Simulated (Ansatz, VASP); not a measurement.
# BaS in VASP and in Ansatz

```
CELL_PARAMETERS angstrom
0.00000 3.19375 3.19375
3.19375 0.00000 3.19375
3.19375 3.19375 0.00000
ATOMIC_POSITIONS crystal
Ba 0.00000 0.00000 0.00000
S 0.50000 0.50000 0.50000
```

Alike in both runs: task single point; functional PBEsol; k mesh 6 × 6 × 6; occupations fermi-dirac, width 0.05 eV; no spin polarisation.

```csv
,VASP,Ansatz
version,VASP 6.6.1,Ansatz 0.2.0
potentials or method,"VASP PAW PBE potentials, release 64 (Ba_sv, S), cutoff 520 eV",all-electron PAW datasets made for the crystal
```

VASP gave:

| Item | Value |
| --- | --- |
| gap on the k mesh at the Fermi level (eV) | 1.98 |
| least direct gap on the mesh (eV) | 2.12 |
| pressure (GPa) | -0.5 |

Question: What did Ansatz give for the same quantities?

Answer: gap on the k mesh at the Fermi level (eV): 2.08; least direct gap on the mesh (eV): 2.19; pressure (GPa): -1.1.

Ansatz ran all-electron here, so the differences hold the error of VASP's frozen core and of both bases.

Caveats: spin-orbit coupling is left out, which moves the levels of the heavy elements; the PAW data sets were made with another functional, which shifts forces and pressure a little (VASP). A k mesh can miss the band edges. PBEsol gaps usually lie below the measured ones, often by a third to a half.
